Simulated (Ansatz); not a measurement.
Relaxing an invented C structure

Level of theory: DFT PBE, scalar-relativistic, plane waves, PAW in Ansatz. Cutoff 420 eV, Gaussian smearing, Γ-centred meshes. Cell and atoms relax first on a coarse mesh and then on a converged one. In between, the cell is made exact in the group found at 0.06 Å. The steps can't lower the symmetry of their start. No spin polarisation in the relaxation; trial moments died out in a coarse test.

The cell of C is invented: 3-, 4-connected net of one element (Cmce, No. 64). Lengths were set from tabulated atomic sizes, so they are only a guess.

```cif
data_structure
_symmetry_space_group_name_H-M 'P 1'
_symmetry_Int_Tables_number 1
_cell_length_a 4.3649
_cell_length_b 4.3649
_cell_length_c 2.3696
_cell_angle_alpha 90.000
_cell_angle_beta 90.000
_cell_angle_gamma 111.370
_cell_volume 42.04
loop_
_atom_site_label
_atom_site_type_symbol
_atom_site_fract_x
_atom_site_fract_y
_atom_site_fract_z
_atom_site_occupancy
C1 C 0.58645 0.41355 0.83723 1
C2 C 0.91355 0.08645 0.33723 1
C3 C 0.44075 0.05925 0.75000 1
C4 C 0.05925 0.44075 0.25000 1
C5 C 0.55925 0.94075 0.25000 1
C6 C 0.94075 0.55925 0.75000 1
C7 C 0.08645 0.91355 0.66277 1
C8 C 0.41355 0.58645 0.16277 1
```

Energies count from the standard state of C at the same level.

Question: What does it relax into?

Answer: The symmetry goes from Cmce (No. 64) to Fd-3m (No. 227), and the primitive cell from 8 to 2 atoms. The end has the diamond type. The volume per atom grows by 8.4 %, from 5.3 to 5.7 Å³. The shortest distance goes from 1.46 Å (C–C) to 1.55 Å (C–C). The energy falls by about 0.80 eV/atom (the start's value is from the coarse mesh). The end is written in a standard setting, so origin, axes and order of atoms can differ from the start's. Conventional cell: a = 3.572 Å. C has 4 C at 1.55 Å.

```cif
data_structure
_symmetry_space_group_name_H-M 'Fd-3m:1'
_symmetry_Int_Tables_number 227
_cell_length_a 3.5715
_cell_length_b 3.5715
_cell_length_c 3.5715
_cell_angle_alpha 90.000
_cell_angle_beta 90.000
_cell_angle_gamma 90.000
_cell_volume 45.56
loop_
_atom_site_label
_atom_site_type_symbol
_atom_site_symmetry_multiplicity
_atom_site_Wyckoff_symbol
_atom_site_fract_x
_atom_site_fract_y
_atom_site_fract_z
_atom_site_occupancy
C1 C 8 a 0.50000 0.00000 0.50000 1
```

Question: How does it come out in energy, and is it a metal?

Answer: The energy over the standard state is +0.136 eV/atom. The gap on the 12×12×12 mesh of the 2-atom cell is 4.15 eV.

It lies above the standard state, so it could only be metastable.

The last run used Gaussian smearing of 0.02 eV. Kohn–Sham gaps at this level usually fall short of measured ones. The reference form of C is held partly by dispersion forces, which this level lacks. Symmetry constrained the relaxation, so the result can be a saddle point. In all, the 3 runs took 71 s on 1 thread of Intel(R) Xeon(R) Processor @ 2.50GHz (Skylake/Cascade Lake), on a shared host.
